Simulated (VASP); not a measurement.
**CuO under changes of volume**

One of the cells (11.274 Å³/atom); the others are scaled copies at fixed shape and fractional positions:

```xyz
4
Lattice="2.0042 -2.1678 0.0000 2.0042 2.1678 0.0000 0.0000 0.0000 5.1901" Properties=species:S:1:pos:R:3 pbc="T T T"
Cu    1.0021   -1.0839    0.0000
Cu    1.0021    1.0839    2.5950
O     2.0042    0.0000    1.2975
O     2.0042    0.0000    3.8926
```

Measurements of this composition are mostly on another form, of space group No. 15.

- Program: VASP 6.6.1
- Functional: PBEsol
- Potentials or basis: VASP PAW PBE potentials, release 64 (Cu, O)
- Cutoff: 520 eV
- k mesh: 9 × 9 × 5
- Occupations: fermi-dirac, width 0.05 eV
- Spin: no spin polarisation

```tsv
volume (Å³/atom)	energy over the lowest point (meV/atom)	pressure (GPa)
10.390	4.76	5.2
10.611	0.00	1.3
10.832	0.41	-2.2
11.274	?	?
11.496	27.20	-10.6
11.717	43.15	-12.8
```

Problem. What does the run at 11.274 Å³/atom give?

Solution. Energy over the lowest point 14.49 meV/atom; pressure -8.2 GPa.

Worked out: A Birch-Murnaghan fit of order 3 (a polynomial in V^(-2/3)) to the other rows has its minimum at 10.70 Å³/atom with B0 = V·E''(V) = 172 GPa and B' = 4.6 at fixed shape and positions, which overstates the stiffness. It gives 14.44 meV/atom at 11.274 Å³/atom, against the run's 14.49, and -dE/dV = -7.9 GPa, against -8.2.

Energies are extrapolated to zero smearing.

Caveats: the PAW data sets were made with another functional, which shifts forces and pressure a little; the run has no spin polarisation, though such a crystal can be magnetic.
